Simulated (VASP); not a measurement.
**VASP 6.6.1 run: PbS**

INCAR

```
LCHARG = .FALSE.
PREC = Normal
ISMEAR = -1
NELM = 120
NSW = 0
LASPH = .TRUE.
GGA = PE
ENCUT = 520
IBRION = -1
LWAVE = .FALSE.
SIGMA = 0.02
EDIFF = 1E-7
ISIF = 2
LREAL = .FALSE.
NBANDS = 17
```

KPOINTS

```
KPOINTS created by Atomic Simulation Environment
0
Gamma
8 8 8
0 0 0
```

POSCAR

```
Pb S
 1.0000000000000000
     0.1614571789000000    3.0292005480999999    3.0292005480999999
     3.0292005480999999    0.1614571789000000    3.0292005480999999
     3.0292005480999999    3.0292005480999999    0.1614571789000000
 Pb  S
   1   1
Cartesian
  0.0000000000000000  0.0000000000000000  0.0000000000000000
  3.1099291375500000  3.1099291375500000  3.1099291375500000
```

The recommended PBE PAW datasets give the neutral cell 20 valence electrons.

Command

```
mpirun -np 1 vasp_std
```

OSZICAR

```
N       E                     dE             d eps       ncg     rms          rms(c)
DAV:   1     0.159562504070E+03    0.15956E+03   -0.97663E+03  2218   0.126E+03
DAV:   2     0.331900263414E+01   -0.15624E+03   -0.14988E+03  2371   0.316E+02
DAV:   3    -0.886742971424E+01   -0.12186E+02   -0.11992E+02  2850   0.927E+01
DAV:   4    -0.917684168766E+01   -0.30941E+00   -0.30903E+00  2898   0.158E+01
DAV:   5    -0.918787261659E+01   -0.11031E-01   -0.11030E-01  3222   0.293E+00    0.477E+00
DAV:   6    -0.870730521567E+01    0.48057E+00   -0.13541E+00  3460   0.808E+00    0.337E+00
DAV:   7    -0.870689483518E+01    0.41038E-03   -0.14410E-01  2660   0.192E+00    0.190E+00
DAV:   8    -0.871001573618E+01   -0.31209E-02   -0.15484E-02  2670   0.135E+00    0.198E-01
DAV:   9    -0.870965152887E+01    0.36421E-03   -0.29243E-03  3495   0.479E-01    0.874E-02
DAV:  10    -0.870981138073E+01   -0.15985E-03   -0.33569E-04  2482   0.118E-01    0.553E-02
DAV:  11    -0.870981844430E+01   -0.70636E-05   -0.69385E-05  3050   0.903E-02    0.210E-02
DAV:  12    -0.870981929731E+01   -0.85301E-06   -0.43940E-06  2861   0.189E-02    0.136E-03
DAV:  13    -0.870981934935E+01   -0.52044E-07   -0.10739E-07  2424   0.368E-03
   1 F= -.87098193E+01 E0= -.87097440E+01  d E =-.150640E-03
```

From OUTCAR

```
k-points           NKPTS =     65   k-points in BZ     NKDIM =     65   number of bands    NBANDS=     17

   NELECT =      20.0000    total number of electrons

   dimension x,y,z NGX =    24 NGY =   24 NGZ =   24
   dimension x,y,z NGXF=    48 NGYF=   48 NGZF=   48

  energy-cutoff  :      520.00
  volume of cell :       51.15
      direct lattice vectors                 reciprocal lattice vectors
     0.161457179  3.029200548  3.029200548    -0.178879036  0.169827202  0.169827202
     3.029200548  0.161457179  3.029200548     0.169827202 -0.178879036  0.169827202
     3.029200548  3.029200548  0.161457179     0.169827202  0.169827202 -0.178879036

 k-points in reciprocal lattice and weights: KPOINTS created by Atomic Simulation Env
   0.00000000  0.00000000  0.00000000       0.002
   0.12500000  0.00000000  0.00000000       0.012
   0.25000000  0.00000000  0.00000000       0.012
   0.37500000  0.00000000  0.00000000       0.012
   0.50000000  0.00000000  0.00000000       0.006
   0.12500000  0.12500000  0.00000000       0.012
   0.25000000  0.12500000 -0.00000000       0.023
   0.37500000  0.12500000  0.00000000       0.023
   ...

 E-fermi :   6.1212

 k-point     1 :       0.0000    0.0000    0.0000
  band No.  band energies     occupation
      1     -10.8106      2.00000
      2     -10.8106      2.00000
      3     -10.7902      2.00000
      4     -10.7647      2.00000
      5     -10.7647      2.00000
      6      -7.6798      2.00000
      7       0.0151      2.00000
      8       3.3940      2.00000
      9       4.0469      2.00000
     10       4.0469      2.00000
     11      11.3686      0.00000
     12      11.3686      0.00000
     13      11.3781      0.00000
     14      12.1650      0.00000
     15      13.1414      0.00000
     16      13.1414      0.00000
     17      14.8035      0.00000

 k-point     2 :       0.1250    0.0000    0.0000
  band No.  band energies     occupation
      1     -10.8128      2.00000
      2     -10.8012      2.00000
      3     -10.7848      2.00000
      4     -10.7691      2.00000
      5     -10.7670      2.00000
      6      -7.5377      2.00000
      7      -0.4188      2.00000
      8       3.5071      2.00000
      9       4.0687      2.00000
     10       4.2897      2.00000
     11      10.0319      0.00000
     12      10.5293      0.00000
     13      10.5506      0.00000
     14      12.6328      0.00000
     15      12.8220      0.00000
     16      13.5566      0.00000
     17      16.0723      0.00000

 k-point     3 :       0.2500    0.0000    0.0000
  band No.  band energies     occupation
      1     -10.8205      2.00000
      2     -10.7833      2.00000
      3     -10.7812      2.00000
      4     -10.7769      2.00000
      5     -10.7586      2.00000
      6      -7.1426      2.00000
      7      -1.3712      2.00000
      8       3.7054      2.00000
      9       4.1378      2.00000
     10       4.8446      2.00000
     11       8.2701      0.00000
     12       9.2137      0.00000
     13       9.3053      0.00000
     14      12.8546      0.00000
     15      13.5801      0.00000
     16      14.5091      0.00000
     17      18.1190      0.00000

 ...

  Total        1.0253685      1.0253685      1.0253685     -0.3608481     -0.3608481     -0.3608481
  in kB       32.1165937     32.1165937     32.1165937    -11.3024858    -11.3024858    -11.3024858
  external PRESSURE =      32.1165937 kB  Pullay stress =       0.0000000 kB

 POSITION                                       TOTAL-FORCE (eV/Angst)
 -----------------------------------------------------------------------------------
      0.00000      0.00000      0.00000        -0.000000     -0.000000      0.000000
      3.10993      3.10993      3.10993         0.000000      0.000000     -0.000000
 -----------------------------------------------------------------------------------
    total drift:                                0.000000     -0.000000     -0.000000

  FREE ENERGIE OF THE ION-ELECTRON SYSTEM (eV)
  ---------------------------------------------------
  free  energy   TOTEN  =        -8.7098193494 eV

  energy  without entropy=       -8.7096687092  energy(sigma->0) =       -8.70974403
```

It converged. Results: gap between bands v and c on the k mesh -0.27 eV (bands overlap: a metal); least direct gap on the k mesh 0.16 eV; pressure 3.2 GPa. Band v is the last that the valence electrons fill when counted band by band, and c is the next.

For comparison, a separate PBE run of the intended cell, on usual settings and not on those above, gives a gap of -0.27 eV on its mesh and a pressure of 3.2 GPa.

The run above took about 17 s on one core of a shared host (Intel Xeon Platinum 8488C) and held 0.18 GiB at most.
